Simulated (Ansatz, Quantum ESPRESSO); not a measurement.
# Complex bands of MgTe, zinc blende type, lattice constant set to 6.412 Å, part 3 of 4

Wanted: the complex band structure of MgTe, zinc blende type, lattice constant set to 6.412 Å, as for a tunnel barrier.

Quantum ESPRESSO 7.5; plane-wave DFT, LDA, GBRV ultrasoft pseudopotentials; cross-check by Ansatz 0.2.0 with PAW datasets.

So far. Step 2 (Ground state): The run needed 9 iterations to bring the estimated error under 1e-09 Ry.

The structure was built from a prototype and need not be the compound's stable phase.

**4. Complex bands with pwcond.x, with epsproj = 0.01**

Level of this step: complex band structure by pwcond; plane-wave DFT, LDA, GBRV ultrasoft pseudopotentials (Quantum ESPRESSO).

How much does a setting matter? One run is repeated with a change.

Contents of cbs.w.in:

```
&inputcond
  outdir = './out'
  prefixl = 'scf'
  band_file = 'cbs.w'
  ikind = 0
  ewind = 4.0
  epsproj = 0.01
  nz1 = 7
  energy0 = 4.93
  denergy = -0.17
/
4
  0.00000000 0.00000000 1.00000000
  0.50000000 0.00000000 1.00000000
  0.50000000 0.50000000 1.00000000
  0.25000000 0.00000000 1.00000000
42
```

The run is started by

```console
OMP_NUM_THREADS=1 mpirun -n 2 pwcond.x -in cbs.w.in > cbs.w.out
```

Log:

```text
[banner, memory and clock lines left out]
Program PWCOND v.7.5 starts
[citation notice left out]

[...]
./out/scf.save/

     IMPORTANT: XC functional enforced from input :
     Exchange-correlation= PZ
                           (   1   1   0   0   0   0   0)
     Any further DFT definition will be discarded
     Please, verify this is what you really want

     Reading collected, re-writing distributed wavefunctions

===== INPUT FILE containing the left lead =====

     GEOMETRY:

     lattice parameter (alat)  =       8.5680  a.u.
     the volume                =     889.5024 (a.u.)^3
     the cross section         =      73.4099 (a.u.)^2
     l of the unit cell        =       1.4142 (alat)
     number of atoms/cell      =            4
     number of atomic types    =            2

     crystal axes: (cart. coord. in units of alat)
               a(1) = (  1.0000  0.0000  0.0000 )
               a(2) = (  0.0000  1.0000  0.0000 )
               a(3) = (  0.0000  0.0000  1.4142 )

   Cartesian axes

     site n.     atom                  positions (alat units)
          1        Mg     tau(  1)=(  0.0000  0.0000  1.4142  )
          2        Te     tau(  2)=(  0.5000  0.0000  0.3536  )
          3        Mg     tau(  3)=(  0.5000  0.5000  0.7071  )
          4        Te     tau(  4)=(  0.0000  0.5000  1.0607  )

     nr1s                      =           36
     nr2s                      =           36
     nr3s                      =           50
     nr1sx                     =           36
     nr2sx                     =           36
     nr3sx                     =           50
     nr1                       =           40
     nr2                       =           40
     nr3                       =           60
     nr1x                      =           40
     nr2x                      =           40
     nr3x                      =           60

 _______________________________
  Radii of nonlocal spheres:

     type       ibeta     ang. mom.          radius (alat units)
       Mg         1         0                    0.1768
       Mg         2         0                    0.1768
       Mg         3         0                    0.1768
       Mg         4         1                    0.1768
       Mg         5         1                    0.1768
       Mg         6         2                    0.1768
       Mg         7         2                    0.1768
       Te         1         0                    0.3090
       Te         2         0                    0.3090
       Te         3         1                    0.3090
       Te         4         1                    0.3090
       Te         5         2                    0.3090
----- General information -----

----- Complex band structure calculation -----

     nrx                       =           36
     nry                       =           36
     nz1                       =            7

     energy0               =         4.9E+00
     denergy               =        -1.7E-01
     nenergy               =         42
     ecut2d                =         4.0E+01
     ewind                 =         4.0E+00
     epsproj               =         1.0E-02

     number of k_|| points=    4
                       cryst. coord.
        k(    1) = (   0.0000000   0.0000000), wk =   0.2500000
        k(    2) = (   0.5000000   0.0000000), wk =   0.2500000
        k(    3) = (   0.5000000   0.5000000), wk =   0.2500000
        k(    4) = (   0.2500000   0.0000000), wk =   0.2500000
----- Information about left lead -----

     nocros                   =           19
     noins                    =           45
     norb                     =           83
     norbf                    =           83
     nrz                      =           50

      iorb      type   ibeta   ang. mom.   m       position (alat)
        1        1       1        0        1   taunew(   1)=(  0.0000  0.0000  0.0000)
        2        1       2        0        1   taunew(   2)=(  0.0000  0.0000  0.0000)
[...]
83        1       7        2        5   taunew(  83)=(  0.0000  0.0000  1.4142)
 ngper, shell number =          241          35
 ngper, n2d =          241          68
---  E-Ef =    4.9300000  k =    0.0000000   0.0000000
---  ie =          1  ik =          1
 Nchannels of the left tip =            1
 Right moving states:
   k1(2pi/a)   k2(2pi/a)   E-Ef (eV)
  -0.2285794   0.0000000   4.9300000
 Left moving states:
   k1(2pi/a)   k2(2pi/a)   E-Ef (eV)
   0.2285784  -0.0000000   4.9300000

---  E-Ef =    4.7600000  k =    0.0000000   0.0000000
---  ie =          2  ik =          1
 Nchannels of the left tip =            1
 Right moving states:
   k1(2pi/a)   k2(2pi/a)   E-Ef (eV)
  -0.2753136   0.0000000   4.7600000
 Left moving states:
   k1(2pi/a)   k2(2pi/a)   E-Ef (eV)
   0.2753126   0.0000000   4.7600000
[... further energies and points left out ...]
---  E-Ef =   -1.8700000  k =    0.2500000   0.0000000
---  ie =         41  ik =          4
 Nchannels of the left tip =            2
 Right moving states:
   k1(2pi/a)   k2(2pi/a)   E-Ef (eV)
   0.1246603   0.0000000  -1.8700000
  -0.1942146   0.0000000  -1.8700000
 Left moving states:
   k1(2pi/a)   k2(2pi/a)   E-Ef (eV)
  -0.1246605  -0.0000000  -1.8700000
   0.1942150   0.0000000  -1.8700000

---  E-Ef =   -2.0400000  k =    0.2500000   0.0000000
---  ie =         42  ik =          4
 Nchannels of the left tip =            1
 Right moving states:
   k1(2pi/a)   k2(2pi/a)   E-Ef (eV)
  -0.2495744   0.0000000  -2.0400000
 Left moving states:
   k1(2pi/a)   k2(2pi/a)   E-Ef (eV)
   0.2495748   0.0000000  -2.0400000

[...]
```

It took 62 s on 2 MPI ranks of Intel Xeon Platinum 8488C (Sapphire Rapids), shared host; peak memory 0.14 GiB.

The changed values were drawn from a wide range, not chosen for quality; the comparison shows what they did here together.

Beside the run it was changed from:

```csv
quantity,this run,unchanged run,difference
peak of the smallest κ at the zone centre (Å⁻¹),0.159,0.159,0
"peak of the smallest κ at (1/2, 0) (Å⁻¹)",0.258,0.258,0
"peak of the smallest κ at (1/2, 1/2) (Å⁻¹)",0.327,0.328,-0.0010
wall time (s),62,350,
```

The physical values in this table move by up to 0.3 %.

**5. Complex band structure, with nenergy = 0**

One more run, with a changed input.

Contents of cbs.bad.in:

```
&inputcond
  outdir = './out'
  prefixl = 'scf'
  band_file = 'cbs.bad'
  ikind = 0
  ewind = 4.0
  epsproj = 1e-05
  nz1 = 7
  energy0 = 4.93
  denergy = -0.17
/
4
  0.00000000 0.00000000 1.00000000
  0.50000000 0.00000000 1.00000000
  0.50000000 0.50000000 1.00000000
  0.25000000 0.00000000 1.00000000
0
```

The run is started by

```console
OMP_NUM_THREADS=1 mpirun -n 2 pwcond.x -in cbs.bad.in > cbs.bad.out
```

Log:

```text
[banner, memory and clock lines left out]
Program PWCOND v.7.5 starts
[citation notice left out]

[...]
./out/scf.save/

     IMPORTANT: XC functional enforced from input :
     Exchange-correlation= PZ
                           (   1   1   0   0   0   0   0)
     Any further DFT definition will be discarded
     Please, verify this is what you really want

     Reading collected, re-writing distributed wavefunctions

===== INPUT FILE containing the left lead =====

     GEOMETRY:

     lattice parameter (alat)  =       8.5680  a.u.
     the volume                =     889.5024 (a.u.)^3
     the cross section         =      73.4099 (a.u.)^2
     l of the unit cell        =       1.4142 (alat)
     number of atoms/cell      =            4
     number of atomic types    =            2

     crystal axes: (cart. coord. in units of alat)
               a(1) = (  1.0000  0.0000  0.0000 )
               a(2) = (  0.0000  1.0000  0.0000 )
               a(3) = (  0.0000  0.0000  1.4142 )

   Cartesian axes

     site n.     atom                  positions (alat units)
          1        Mg     tau(  1)=(  0.0000  0.0000  1.4142  )
          2        Te     tau(  2)=(  0.5000  0.0000  0.3536  )
          3        Mg     tau(  3)=(  0.5000  0.5000  0.7071  )
          4        Te     tau(  4)=(  0.0000  0.5000  1.0607  )

     nr1s                      =           36
     nr2s                      =           36
     nr3s                      =           50
     nr1sx                     =           36
     nr2sx                     =           36
     nr3sx                     =           50
     nr1                       =           40
     nr2                       =           40
     nr3                       =           60
     nr1x                      =           40
     nr2x                      =           40
     nr3x                      =           60

 _______________________________
  Radii of nonlocal spheres:

     type       ibeta     ang. mom.          radius (alat units)
       Mg         1         0                    0.1768
       Mg         2         0                    0.1768
       Mg         3         0                    0.1768
       Mg         4         1                    0.1768
       Mg         5         1                    0.1768
       Mg         6         2                    0.1768
       Mg         7         2                    0.1768
       Te         1         0                    0.3090
       Te         2         0                    0.3090
       Te         3         1                    0.3090
       Te         4         1                    0.3090
       Te         5         2                    0.3090
----- General information -----

----- Complex band structure calculation -----

     nrx                       =           36
     nry                       =           36
     nz1                       =            7

     energy0               =         4.9E+00
     denergy               =        -1.7E-01
     nenergy               =          0
     ecut2d                =         4.0E+01
     ewind                 =         4.0E+00
     epsproj               =         1.0E-05

     number of k_|| points=    4
                       cryst. coord.
        k(    1) = (   0.0000000   0.0000000), wk =   0.2500000
        k(    2) = (   0.5000000   0.0000000), wk =   0.2500000
        k(    3) = (   0.5000000   0.5000000), wk =   0.2500000
        k(    4) = (   0.2500000   0.0000000), wk =   0.2500000
----- Information about left lead -----

     nocros                   =           19
     noins                    =           45
     norb                     =           83
     norbf                    =           83
     nrz                      =           50

      iorb      type   ibeta   ang. mom.   m       position (alat)
        1        1       1        0        1   taunew(   1)=(  0.0000  0.0000  0.0000)
        2        1       2        0        1   taunew(   2)=(  0.0000  0.0000  0.0000)
[...]
83        1       7        2        5   taunew(  83)=(  0.0000  0.0000  1.4142)
 ngper, shell number =          241          35
 ngper, n2d =          241         166
 ngper, shell number =          234          51
 ngper, n2d =          234         229
 ngper, shell number =          232          27
 ngper, n2d =          232         168
 ngper, shell number =          231          90
 ngper, n2d =          231         231

[...]
```

The job ended after 6.8 s (2 MPI ranks; peak memory 0.17 GiB; 13 s of CPU time).

The run finished, but its numbers are not taken as the system's. The fault: no energies.

(Continued in part 4 of 4.)

[Logs are printed without paths, hosts, clocks, repeated set-up lines and the standing remarks that a program may print on its own settings, such as how far it seeks lower states.]

[Hosts, paths, dates, database ids (printed as entryN), source tags and the programs' standing remarks are cut or masked in the printed files.]

[Maps of the electrostatic potential energy from Ansatz leave out the sawtooth potential of an applied field or a dipole correction, so their vacuum need not be flat; planar profiles and work functions include it.]
